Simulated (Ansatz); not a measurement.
Input of an Ansatz 0.2.0 run:

File input.yaml:

```yaml
crystal:
  lattice:
    - [2.0715, 1.1959810826, 9.5453333333]
    - [-2.0715, 1.1959810826, 9.5453333333]
    - [0.0, -2.3919621653, 9.5453333333]
  atoms:
    - { symbol: Bi, position: [0.5992, 0.5992, 0.5992] }
    - { symbol: Bi, position: [0.4008, 0.4008, 0.4008] }
    - { symbol: Se, position: [0.7883, 0.7883, 0.7883] }
    - { symbol: Se, position: [0.2117, 0.2117, 0.2117] }
    - { symbol: Se, position: [0.0, 0.0, 0.0] }
hamiltonian:
  xc: blyp
  pseudopotentials: { kind: paw }
  dispersion: d4
kpoints:
  mp_grid: { grid: [8, 8, 8] }
scf:
  occupations: { method: fermi_dirac, width: 0.05 }
output:
  forces: true
  stress: true
  write_density: true
  write_potential: true
  elf: true
  volumetric_format: npy
relax:
  f_tol: 0.01
  max_steps: 40
  cell: { stress_tol: 0.05 }
```

Potentials or basis: Ansatz PAW.

Command:

```console
$ ansatz run input.yaml --threads 2 --pin off --max-ram 5632MiB --backend cpu --events-out ev --progress --plain --runs-dir out
```

Question: What does it give for the relaxed cell?

Answer: a = 9.746 Å, b = 9.746 Å, c = 9.746 Å, α = 24.82°, β = 24.82°, γ = 24.82°.

Question: Predict the band gap on the k mesh.

Answer: 0.18 eV, direct.

Question: What does it give for the space group after relaxing (to 0.05 Å)?

Answer: R-3m (No. 166).

The path:
```csv
step,energy change (eV),largest force (eV/Å),volume (Å³)
1,0.0000,0.3195,141.89
2,-0.0007,0.3238,146.43
3,-0.0251,0.0046,144.17
4,-0.0257,0.0054,143.48
5,-0.0260,0.0054,143.48
```

Caveat: the plane-wave basis is chosen anew once the cell has moved, so the energies of steps on either side of that aren't comparable; spin-orbit coupling is left out, which as a rule narrows the gap of such compounds by several tenths of an eV; the PAW data sets come from PBE, with cores solved anew for the run's functional, which leaves a small shift of forces and pressure. A k mesh can miss the band edges.
